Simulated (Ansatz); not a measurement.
**Ge3N: one candidate structure, part 1 of 2**

Aim: relax Ge3N from this start, A15 type (Pm-3n, No. 223), and see where it ends.

Method: DFT PBE, scalar-relativistic, plane waves, PAW, in Ansatz 0.2.0.

### Step 1. The starting structure

The structure is cubic, space group Pm-3n (No. 223). The conventional cell has a = 4.999 Å, b = 4.999 Å, c = 4.999 Å, α = 90.00°, β = 90.00°, γ = 90.00°. Ge (site symmetry -4m2) is surrounded by 2 Ge at 2.50 Å and 4 N at 2.79 Å. N (site symmetry m-3) is surrounded by 12 Ge at 2.79 Å.

Structure file:

```
Ge N
1.0
     4.99916    0.00000    0.00000
     0.00000    4.99916    0.00000
     0.00000    0.00000    4.99916
Ge N
6 2
Direct
  0.00000 0.50000 0.25000
  0.00000 0.50000 0.75000
  0.25000 0.00000 0.50000
  0.75000 0.00000 0.50000
  0.50000 0.75000 0.00000
  0.50000 0.25000 0.00000
  0.00000 0.00000 0.00000
  0.50000 0.50000 0.50000
```

### Step 2. Quick check of gap, pressure and forces

The input, input.yaml:

```yaml
crystal:
  lattice:
    - [4.9991631524, 0.0, 0.0]
    - [0.0, 4.9991631524, 0.0]
    - [0.0, 0.0, 4.9991631524]
  atoms:
    - { symbol: Ge, position: [0.0, 0.5, 0.25] }
    - { symbol: Ge, position: [0.0, 0.5, 0.75] }
    - { symbol: Ge, position: [0.25, 0.0, 0.5] }
    - { symbol: Ge, position: [0.75, 0.0, 0.5] }
    - { symbol: Ge, position: [0.5, 0.75, 0.0] }
    - { symbol: Ge, position: [0.5, 0.25, 0.0] }
    - { symbol: "N", position: [0.0, 0.0, 0.0] }
    - { symbol: "N", position: [0.5, 0.5, 0.5] }
basis:
  ecutwfc: 420
kpoints:
  mp_grid: { grid: [4, 4, 4] }
hamiltonian:
  xc: pbe
scf:
  occupations: { method: gaussian, width: 0.1 }
  lower_state_search: "off"
output:
  forces: true
  stress: true
  eigenvalues: true
```

Started as:

```
$ ansatz run input.yaml --threads 1 --pin off --max-ram 2560MiB --backend cpu --events-out ev --progress --plain --runs-dir out
```

The log of the run (excerpt; [...] marks lines left out):

```text
Warning: RAYON_NUM_THREADS=1 ignored (pool sized by the plan → 1); use --threads N
[...]
Pseudopotentials: kind: paw
Pseudopotential: Ge, paw, valence charge 14, recommended cutoff 420 eV (normal), Ge.paw.azcp
Pseudopotential: N, paw, valence charge 5, recommended cutoff 420 eV (normal), N.paw.azcp
Functional definition: PBE
[...]
Crystal: 8 atoms, lattice volume = 124.937 Å³
Basis set: ecut = 420 eV, 2469 PW (Γ), exchange–correlation on 72×72×72 points (8 copies of the dense FFT grid, shifted against one another)
Bands: 57, of which v1, the nominal top of the filled ones, is band 47 counted from 1 (46 counted from 0)
Symmetry: 48 space group operations
Space group: Pm-3n (ITA 223), of the structure as read, at distance tolerance 5.0e-5 Å
k-points: 10 of 64
[...]
SCF iter   1: F=—  HF=-26528.147358 eV  |F-HF|=—  |Δ(HF+E_count)|=         —  Δρ=3.31e-3  dr2=1.88e-2  ethr=1.77e-3  ⟨swp⟩=5.5  Hψ=1941  notcnv=0  defer=2
[...]
SCF iter   6: F=-26528.143175 eV  HF=-26528.143175 eV  |F-HF|=1.91e-8  |Δ(HF+E_count)|=   4.85e-7  Δρ=7.81e-6  dr2=4.58e-8  ethr=1.06e-10  ⟨swp⟩=7.7  Hψ=2465  notcnv=0
[...]
SCF converged after 6 iterations
Free energy (F): -26528.143175 eV
[...]
E sigma→0 (E₀):  -26528.122368 eV
Entropy (-TS):   -0.041613 eV (-5.202 meV/atom)
Fermi energy:    10.718188 eV
[...]
--- Forces (eV/Å), atoms counted from 1 ---
  atom   1  Ge     0.00000000     0.00000000     0.00000000
  atom   2  Ge     0.00000000    -0.00000000    -0.00000000
  atom   3  Ge    -0.00000000     0.00000000     0.00000000
  atom   4  Ge    -0.00000000    -0.00000000     0.00000000
  atom   5  Ge    -0.00000000    -0.00000000     0.00000000
  atom   6  Ge     0.00000000    -0.00000000     0.00000000
  atom   7  N      0.00000000     0.00000000     0.00000000
  atom   8  N      0.00000000    -0.00000000    -0.00000000
[...]
--- Stress (GPa, compression-positive) ---
        4.246974       0.000000       0.000000
        0.000000       4.246974       0.000000
        0.000000       0.000000       4.246974
  P = ⅓ Tr σ = 4.2470 GPa (42.470 kbar)
--- Band table (eV; the first three rows and the last of 10) ---
[...]
```

Wall time 4 s (1 thread of Arm Neoverse V1, shared host); peak memory 0.37 GiB.

The probe gives pressure 4.2 GPa, largest force 0.00 eV/Å, gap on this mesh none (metal). With stress or forces this large, a rough relaxation on a coarse mesh goes ahead of the careful one.

### Step 3. Coarse relaxation

Changes to input.yaml since step 2:

```diff
@@ -27 +27,6 @@
   eigenvalues: true
+relax:
+  adjacent_minimum: "off"
+  f_tol: 0.04
+  max_steps: 70
+  cell: { stress_tol: 0.4 }
```

Started as:

```
$ ansatz run input.yaml --threads 1 --pin off --max-ram 2560MiB --backend cpu --events-out ev --progress --plain --runs-dir out
```

The log of the run:

```text
Warning: RAYON_NUM_THREADS=1 ignored (pool sized by the plan → 1); use --threads N
Engine: ansatz 0.2.0, aarch64-unknown-linux-gnu
[... 4 set-up lines as earlier in the session ...]
  parameter kappa = 0.804
  parameter beta = 0.06672455060314922
  exchange = pbe_x(kappa = kappa, mu = beta*pi^2/3)
  correlation = pbe_c(beta = beta)
Crystal: 8 atoms, lattice volume = 124.937 Å³
Basis set: ecut = 420 eV, 2469 PW (Γ), exchange–correlation on 72×72×72 points (8 copies of the dense FFT grid, shifted against one another)
Bands: 57, of which v1, the nominal top of the filled ones, is band 47 counted from 1 (46 counted from 0)
[... 2 set-up lines as earlier in the session ...]
k-points: 10 of 64
Non-local potential: Ge, projectors of the file, l = 0: 2, l = 1: 2, l = 2: 3, l = 3: 1
Non-local potential: N, projectors of the file, l = 0: 2, l = 1: 2, l = 2: 1
PAW form: soft (Blöchl's): semilocal exchange-correlation on the pseudo side does not see the compensation charge
PAW one-centre angular grid: Ge, 590 points (default); XC on 64 Gauss nodes
PAW one-centre angular grid: N, 110 points (default); XC on 64 Gauss nodes
Initial density: superposition of atomic densities (neutral atoms: chi_scale 0, normalization atom), corrected by the library's trained network
Initial wavefunctions: pseudopotential atomic-orbital guess
Functional: x = pbe(κ = 0.804, μ = 0.2195149727645171), c = pbe(β = 0.06672455060314922)
SCF iter   1: F=—  HF=-26528.147358 eV  |F-HF|=—  |Δ(HF+E_count)|=         —  Δρ=3.31e-3  dr2=1.88e-2  ethr=1.77e-3  ⟨swp⟩=5.5  Hψ=1944  notcnv=0  defer=2
preconditioner: auto → Kerker (q_TF=auto, 2.602 Å⁻¹)  [metal: Δε(μ)=0.061 eV  Ē_g=20.465 eV  σ=0.100 eV  W_gap=0.33  n_scr=32 (ndim 8)  ℏωp=32.2 eV  f_vac=0.000  D(μ)=8.10/eV (n_scr^D=80)]
SCF iter   2: F=—  HF=-26528.143509 eV  |F-HF|=—  |Δ(HF+E_count)|=   3.85e-3  Δρ=1.89e-3  dr2=5.83e-3  ethr=2.00e-5  ⟨swp⟩=1.1  Hψ=661  notcnv=0  defer=2
SCF iter   3: F=—  HF=-26528.143140 eV  |F-HF|=—  |Δ(HF+E_count)|=   3.69e-4  Δρ=4.19e-4  dr2=2.20e-4  ethr=6.20e-6  ⟨swp⟩=2.5  Hψ=809  notcnv=0  defer=2
SCF iter   4: F=—  HF=-26528.142977 eV  |F-HF|=—  |Δ(HF+E_count)|=   1.63e-4  Δρ=1.74e-4  dr2=2.95e-5  ethr=2.34e-7  ⟨swp⟩=2.1  Hψ=998  notcnv=0  defer=2
SCF iter   5: F=—  HF=-26528.143175 eV  |F-HF|=—  |Δ(HF+E_count)|=   1.99e-4  Δρ=3.21e-5  dr2=4.93e-7  ethr=3.14e-8  ⟨swp⟩=2.0  Hψ=1000  notcnv=0  defer=2
SCF iter   6: F=-26528.143175 eV  HF=-26528.143175 eV  |F-HF|=1.91e-8  |Δ(HF+E_count)|=   4.85e-7  Δρ=7.81e-6  dr2=4.58e-8  ethr=1.06e-10  ⟨swp⟩=7.7  Hψ=2463  notcnv=0
SCF 1 converged in 6 iterations: F = -26528.143175 eV  dr2 = 4.58e-8
relax step   1: F+E_penalty+E_count = -26528.14317484 eV  Δ(F+E_penalty+E_count) = +0.000e0 eV  max|allowed force component| = 1.699e-17 eV/Å  Δτ_max = 0.0000 Å  P = +4.247 GPa  Ω = 124.937 Å³  (6 SCF iters, dr2 threshold 1.00e-7 eV, accepted)
Crystal: 8 atoms, lattice volume = 133.644 Å³
Basis set: ecut = 420 eV, 2553 PW (Γ), exchange–correlation on 72×72×72 points (8 copies of the dense FFT grid, shifted against one another)
Initial density: handed on by an earlier stage of this run
Initial wavefunctions: those handed on with the density
iter 1 solved again at ethr=8.30e-6 eV; its pass at ethr=3.10e-3 eV (dr2=7.80e-3 eV) is discarded
SCF iter   1: F=—  HF=-26528.214585 eV  |F-HF|=—  |Δ(HF+E_count)|=         —  Δρ=1.92e-3  dr2=7.88e-3  ethr=8.30e-6  ⟨swp⟩=1.8  Hψ=2491  notcnv=0
preconditioner: auto → Kerker (q_TF=auto, 2.573 Å⁻¹)  [metal: Δε(μ)=0.059 eV  Ē_g=20.218 eV  σ=0.100 eV  W_gap=0.31  n_scr=32 (ndim 8)  ℏωp=31.1 eV  f_vac=0.000  D(μ)=6.62/eV (n_scr^D=56)]
SCF iter   2: F=—  HF=-26528.213948 eV  |F-HF|=—  |Δ(HF+E_count)|=   6.37e-4  Δρ=1.30e-3  dr2=3.84e-3  ethr=8.30e-6  ⟨swp⟩=1.0  Hψ=570  notcnv=0
SCF iter   3: F=—  HF=-26528.213045 eV  |F-HF|=—  |Δ(HF+E_count)|=   9.03e-4  Δρ=1.85e-4  dr2=5.39e-5  ethr=4.08e-6  ⟨swp⟩=2.0  Hψ=698  notcnv=0
SCF iter   4: F=—  HF=-26528.213334 eV  |F-HF|=—  |Δ(HF+E_count)|=   2.89e-4  Δρ=9.53e-5  dr2=6.53e-6  ethr=5.73e-8  ⟨swp⟩=2.0  Hψ=1042  notcnv=0
iter 5 did not close the SCF: its close was put off for the readings that it lacked (scf_convergence_deferred on its scf_iter line)
SCF iter   5: F=-26528.213326 eV  HF=-26528.213326 eV  |F-HF|=1.63e-7  |Δ(HF+E_count)|=   8.25e-6  Δρ=2.56e-5  dr2=6.92e-7  ethr=6.95e-9  ⟨swp⟩=2.0  Hψ=1022  notcnv=0
SCF iter   6: F=-26528.213326 eV  HF=-26528.213326 eV  |F-HF|=1.34e-8  |Δ(HF+E_count)|=   2.32e-7  Δρ=5.95e-6  dr2=3.11e-8  ethr=7.37e-10  ⟨swp⟩=1.9  Hψ=1785  notcnv=0
SCF 2 converged in 6 iterations: F = -26528.213326 eV  dr2 = 3.11e-8
relax step   2: F+E_penalty+E_count = -26528.21332629 eV  Δ(F+E_penalty+E_count) = -7.015e-2 eV  max|allowed force component| = 4.742e-17 eV/Å  Δτ_max = 0.0000 Å  P = -1.100 GPa  Ω = 133.644 Å³  energy of the carried Pulay correction = -9.002e-3 eV  (6 SCF iters, dr2 threshold 8.00e-7 eV, accepted)
Crystal: 8 atoms, lattice volume = 131.756 Å³
iter 1 solved again at ethr=4.55e-7 eV; its pass at ethr=3.10e-3 eV (dr2=4.28e-4 eV) is discarded
SCF iter   1: F=—  HF=-26528.221854 eV  |F-HF|=—  |Δ(HF+E_count)|=         —  Δρ=4.13e-4  dr2=4.08e-4  ethr=4.55e-7  ⟨swp⟩=1.8  Hψ=2411  notcnv=0
preconditioner: auto → Kerker (q_TF=auto, 2.579 Å⁻¹)  [metal: Δε(μ)=0.063 eV  Ē_g=20.257 eV  σ=0.100 eV  W_gap=0.34  n_scr=32 (ndim 8)  ℏωp=31.4 eV  f_vac=0.000  D(μ)=7.14/eV (n_scr^D=80)]
SCF iter   2: F=—  HF=-26528.222092 eV  |F-HF|=—  |Δ(HF+E_count)|=   2.38e-4  Δρ=2.75e-4  dr2=1.89e-4  ethr=4.35e-7  ⟨swp⟩=1.0  Hψ=570  notcnv=0
SCF iter   3: F=—  HF=-26528.222048 eV  |F-HF|=—  |Δ(HF+E_count)|=   4.44e-5  Δρ=4.51e-5  dr2=3.00e-6  ethr=2.01e-7  ⟨swp⟩=2.0  Hψ=696  notcnv=0
iter 4 did not close the SCF: its close was put off for the readings that it lacked (scf_convergence_deferred on its scf_iter line)
SCF iter   4: F=-26528.222047 eV  HF=-26528.222047 eV  |F-HF|=9.10e-8  |Δ(HF+E_count)|=   6.51e-7  Δρ=2.43e-5  dr2=6.27e-7  ethr=3.19e-9  ⟨swp⟩=2.0  Hψ=1039  notcnv=0
iter 5 did not close the SCF: its close was put off for the readings that it lacked (scf_convergence_deferred on its scf_iter line)
SCF iter   5: F=-26528.222047 eV  HF=-26528.222047 eV  |F-HF|=2.55e-10  |Δ(HF+E_count)|=   5.47e-8  Δρ=6.86e-6  dr2=5.30e-8  ethr=6.68e-10  ⟨swp⟩=2.0  Hψ=901  notcnv=0
SCF iter   6: F=-26528.222047 eV  HF=-26528.222047 eV  |F-HF|=1.09e-11  |Δ(HF+E_count)|=   6.82e-9  Δρ=9.53e-7  dr2=8.41e-10  ethr=5.64e-11  ⟨swp⟩=1.1  Hψ=1351  notcnv=0
SCF 3 converged in 6 iterations: F = -26528.222047 eV  dr2 = 8.41e-10
relax step   3: F+E_penalty+E_count = -26528.22204725 eV  Δ(F+E_penalty+E_count) = -8.721e-3 eV  max|allowed force component| = 3.845e-17 eV/Å  Δτ_max = 0.0000 Å  P = -0.049 GPa  Ω = 131.756 Å³  energy of the carried Pulay correction = -7.101e-3 eV  (6 SCF iters, dr2 threshold 8.00e-7 eV, accepted)
Initial wavefunctions: pseudopotential atomic-orbital guess (no wavefunctions were taken with the density)
iter 1 solved again at ethr=1.21e-7 eV; its pass at ethr=3.10e-3 eV (dr2=1.14e-4 eV) is discarded
SCF iter   1: F=—  HF=-26528.219309 eV  |F-HF|=—  |Δ(HF+E_count)|=         —  Δρ=1.36e-3  dr2=7.49e-5  ethr=1.21e-7  ⟨swp⟩=2.9  Hψ=3135  notcnv=0
preconditioner: auto → Kerker (q_TF=auto, 2.579 Å⁻¹)  [metal: Δε(μ)=0.062 eV  Ē_g=20.257 eV  σ=0.100 eV  W_gap=0.33  n_scr=32 (ndim 8)  ℏωp=31.4 eV  f_vac=0.000  D(μ)=7.16/eV (n_scr^D=80)]
SCF iter   2: F=—  HF=-26528.227934 eV  |F-HF|=—  |Δ(HF+E_count)|=   8.62e-3  Δρ=6.87e-4  dr2=1.49e-5  ethr=7.97e-8  ⟨swp⟩=1.8  Hψ=600  notcnv=0
SCF iter   3: F=—  HF=-26528.230756 eV  |F-HF|=—  |Δ(HF+E_count)|=   2.82e-3  Δρ=5.12e-5  dr2=1.08e-7  ethr=1.59e-8  ⟨swp⟩=2.0  Hψ=735  notcnv=0
SCF iter   4: F=—  HF=-26528.230776 eV  |F-HF|=—  |Δ(HF+E_count)|=   1.95e-5  Δρ=5.38e-6  dr2=1.54e-8  ethr=1.15e-10  ⟨swp⟩=2.0  Hψ=1042  notcnv=0
iter 5 did not close the SCF: its close was put off for the readings that it lacked (scf_convergence_deferred on its scf_iter line)
SCF iter   5: F=-26528.230776 eV  HF=-26528.230776 eV  |F-HF|=2.27e-9  |Δ(HF+E_count)|=   8.04e-9  Δρ=1.53e-6  dr2=1.19e-9  ethr=1.64e-11  ⟨swp⟩=2.0  Hψ=1020  notcnv=0
SCF iter   6: F=-26528.230776 eV  HF=-26528.230776 eV  |F-HF|=6.55e-11  |Δ(HF+E_count)|=   2.59e-9  Δρ=2.13e-7  dr2=9.62e-11  ethr=1.27e-12  ⟨swp⟩=1.2  Hψ=1651  notcnv=0
SCF 4 converged in 6 iterations: F = -26528.230776 eV  dr2 = 9.62e-11
relax step   4: F+E_penalty+E_count = -26528.23077591 eV  Δ(F+E_penalty+E_count) = -8.729e-3 eV  max|allowed force component| = 5.074e-17 eV/Å  Δτ_max = 0.0000 Å  P = +0.042 GPa  Ω = 131.756 Å³  stress off target by 4.16e-2 GPa  SCF on the basis re-selected at this cell (its energy is not comparable with the rows above)  (6 SCF iters)
basis re-selected at this cell: Δ(F+E_penalty+E_count) = -8.729e-3 eV, ΔP = +0.091 GPa vs the last step (what re-selecting the basis moved, of the pressure what is left beyond the Pulay correction that the steps carried, after the strain that the cell walked since its last selection, with what the two solves' SCF thresholds leave and, on support functions, any second-order correction that the steps lacked; it is no measure of the basis error at this ecutwfc). This SCF's stress stands 4.16e-2 GPa from its target on what of the cell is left free (relax.cell.stress_tol is 4.00e-1 GPa) and its largest allowed force component is 5.07e-17 eV/Å (relax.f_tol is 4.00e-2 eV/Å): within both
SCF converged after 6 iterations
Free energy (F): -26528.230776 eV
Harris-Foulkes:  -26528.230776 eV  (|F-HF|=6.55e-11)
Internal energy: -26528.194988 eV  (E = F + TS)
E sigma→0 (E₀):  -26528.212882 eV
Entropy (-TS):   -0.035788 eV (-4.473 meV/atom)
Fermi energy:    9.937576 eV
--- Per-component energies (eV) ---
  E_band       = -724.269150
  E_kinetic    = 900.030670
  E_local      = -13360.246436  (includes V_loc(G=0)·N_el)
  E_nonlocal   = 2580.302819
  E_hartree    = 5774.211685
  E_xc         = -568.633189
  E_vxc        = -532.551942  (∫ρ·V_xc dr)
  E_paw        = -12342.374567  (= ΣΔE_a)
  E_vpaw       = -1860.230817  (= ΣTr[D̂ρ^β])
  E_aug_tail   = 0.002645  (compensation charges beyond the density's cutoff)
  E_ewald      = -9511.488616
  E_smearing   = -0.035788  (= −TS)
  E_closure    = 0.000000  (closes the sum)
  Σ components = -26528.230776   (vs F -26528.230776, Δ=0.00e0)
--- Forces (eV/Å), atoms counted from 1 ---
  atom   1  Ge    -0.00000000     0.00000000     0.00000000
  atom   2  Ge     0.00000000    -0.00000000    -0.00000000
  atom   3  Ge     0.00000000     0.00000000     0.00000000
  atom   4  Ge    -0.00000000    -0.00000000    -0.00000000
  atom   5  Ge     0.00000000     0.00000000     0.00000000
  atom   6  Ge    -0.00000000    -0.00000000    -0.00000000
  atom   7  N      0.00000000    -0.00000000    -0.00000000
  atom   8  N     -0.00000000     0.00000000     0.00000000
  max |Σ_I F_I| component: 1.97e-17 eV/Å
--- Stress (GPa, compression-positive) ---
        0.041606      -0.000000      -0.000000
       -0.000000       0.041606       0.000000
       -0.000000       0.000000       0.041606
  P = ⅓ Tr σ = 0.0416 GPa (0.416 kbar)
--- Band table (eV; the first three rows and the last of 10) ---
  k-point 0: bands = ["-14.8150", "-14.8068", "-14.8068", "-14.7120", "-14.7120", "-14.7120", "-14.6864", "-14.6685", "-14.6685", "-14.6685", "-14.6558", "-14.6558", "-14.6558", "-14.6496", "-14.6496", "-14.6434", "-14.6179", "-14.6179", "-14.6179", "-14.6103", "-14.6103", "-14.5495", "-14.5495", "-14.5495", "-14.5489", "-14.5489", "-14.5489", "-14.4606", "-14.4606", "-14.4606", "-4.2133", "-2.5781", "0.1381", "1.3224", "1.3224", "3.4267", "3.4267", "3.4267", "6.8629", "6.8629", "7.6949", "7.6949", "7.6949", "7.7833", "7.7833", "7.7833", "8.7758", "10.5110", "10.5110", "10.5110", "10.8463", "10.8463", "10.8463", "14.4688", "14.4688", "14.4688", "15.0978"]
  k-point 1: bands = ["-14.8117", "-14.8075", "-14.7585", "-14.7096", "-14.7028", "-14.7028", "-14.6812", "-14.6801", "-14.6668", "-14.6668", "-14.6572", "-14.6492", "-14.6492", "-14.6480", "-14.6449", "-14.6374", "-14.6197", "-14.6174", "-14.6174", "-14.6143", "-14.6130", "-14.5682", "-14.5682", "-14.5497", "-14.5497", "-14.5485", "-14.5482", "-14.5115", "-14.4595", "-14.4595", "-3.9539", "-2.7169", "0.0064", "0.3375", "1.6602", "3.7388", "3.7388", "4.0478", "6.0155", "6.3577", "6.5211", "6.5211", "7.8373", "7.9595", "7.9595", "9.0247", "10.1956", "10.1956", "10.5439", "10.8573", "11.6467", "12.1855", "12.1855", "13.2077", "13.3795", "14.4355", "14.4355"]
  k-point 2: bands = ["-14.8094", "-14.8094", "-14.6996", "-14.6996", "-14.6946", "-14.6946", "-14.6666", "-14.6666", "-14.6662", "-14.6662", "-14.6461", "-14.6461", "-14.6358", "-14.6358", "-14.6278", "-14.6278", "-14.6239", "-14.6239", "-14.6169", "-14.6169", "-14.6089", "-14.6089", "-14.6073", "-14.6073", "-14.5503", "-14.5503", "-14.5476", "-14.5476", "-14.4585", "-14.4585", "-3.2937", "-3.2937", "-0.1611", "-0.1611", "2.6648", "2.6648", "4.3322", "4.3322", "5.3804", "5.3804", "6.4841", "6.4841", "8.2801", "8.2801", "9.0362", "9.0362", "9.6399", "9.6399", "11.5901", "11.5901", "11.8660", "11.8660", "13.6824", "13.6824", "14.0675", "14.0675", "14.3322"]
  k-point 9: bands = ["-14.6685", "-14.6685", "-14.6685", "-14.6685", "-14.6685", "-14.6685", "-14.6457", "-14.6457", "-14.6457", "-14.6457", "-14.6457", "-14.6457", "-14.6240", "-14.6240", "-14.6240", "-14.6240", "-14.6189", "-14.6189", "-14.6189", "-14.6189", "-14.6189", "-14.6189", "-14.6038", "-14.6038", "-14.6033", "-14.6033", "-14.6033", "-14.6033", "-14.6033", "-14.6033", "-2.7386", "-2.7386", "0.8389", "0.8389", "0.8389", "0.8389", "0.8389", "0.8389", "8.2980", "8.2980", "9.3861", "9.3861", "9.3861", "9.3861", "9.3861", "9.3861", "12.3044", "12.3044", "12.3044", "12.3044", "12.3044", "12.3044", "13.1063", "13.1063", "13.1063", "13.1063", "13.1063"]
--- Relaxed structure (3 steps of the walk, 3 accepted, 1 SCFs on fresh bases) ---
  F+E_penalty+E_count = -26528.23077591 eV   max|allowed force component| = 5.074e-17 eV/Å   (the final SCF, on the basis selected at the relaxed cell)
  cell:  # Å, volume = 131.7558 Å³
    - [5.088501090162242, -1.2518544638517033e-33, 1.0271626370065257e-33]
    - [-1.765435782354966e-33, 5.088501090162242, -3.209883240645393e-35]
    - [1.1555579666323413e-33, -3.209883240645393e-35, 5.088501090162242]
  atoms:
    - { symbol: Ge, position: [-2.0258255407212326e-34, 0.5000000000000001, 0.25000000000000006] }
    - { symbol: Ge, position: [-1.9877017964857956e-34, 0.5000000000000001, 0.7500000000000001] }
    - { symbol: Ge, position: [0.25000000000000006, 8.374871137035718e-34, 0.5000000000000001] }
    - { symbol: Ge, position: [0.7500000000000001, 4.129089936920697e-34, 0.5000000000000001] }
    - { symbol: Ge, position: [0.5000000000000001, 0.7500000000000001, 2.0115291366329432e-35] }
    - { symbol: Ge, position: [0.5000000000000001, 0.25000000000000006, 2.3727014504423503e-35] }
    - { symbol: N, position: [-1.201148757523088e-34, -1.8222271895165204e-34, -4.765468029429666e-36] }
    - { symbol: N, position: [0.5000000000000001, 0.5000000000000001, 0.5000000000000001] }
```

Wall time 19 s (1 thread of Arm Neoverse V1, shared host); peak memory 0.39 GiB.

Step by step:

| step | energy from step 1 (eV/cell) | largest force component (eV/Å) | pressure (GPa) | volume (Å³) |
| --- | --- | --- | --- | --- |
| 1 | 0.0000 | 0.0000 | 4.25 | 124.94 |
| 2 | -0.0702 | 0.0000 | -1.10 | 133.64 |
| 3 | -0.0789 | 0.0000 | -0.05 | 131.76 |
| 4 | -0.0876 | 0.0000 | 0.04 | 131.76 |

Step 1 is the start. Step 4 repeats the geometry before it on a plane-wave basis chosen anew for that cell, so its energy need not be comparable with the rows above.

|  | before | after | change |
| --- | --- | --- | --- |
| a (Å) | 4.999 | 5.089 | +1.8 % |
| b (Å) | 4.999 | 5.089 | +1.8 % |
| c (Å) | 4.999 | 5.089 | +1.8 % |
| volume (Å³/atom) | 15.62 | 16.47 | +5.5 % |
| shortest distance (Å) | 2.500 | 2.544 | +1.8 % |
| space group (0.01 Å) | Pm-3n | Pm-3n | same |

The run keeps the 48 symmetry operations of the start, so it could not have lowered the symmetry.

(Continued in part 2 of 2.)
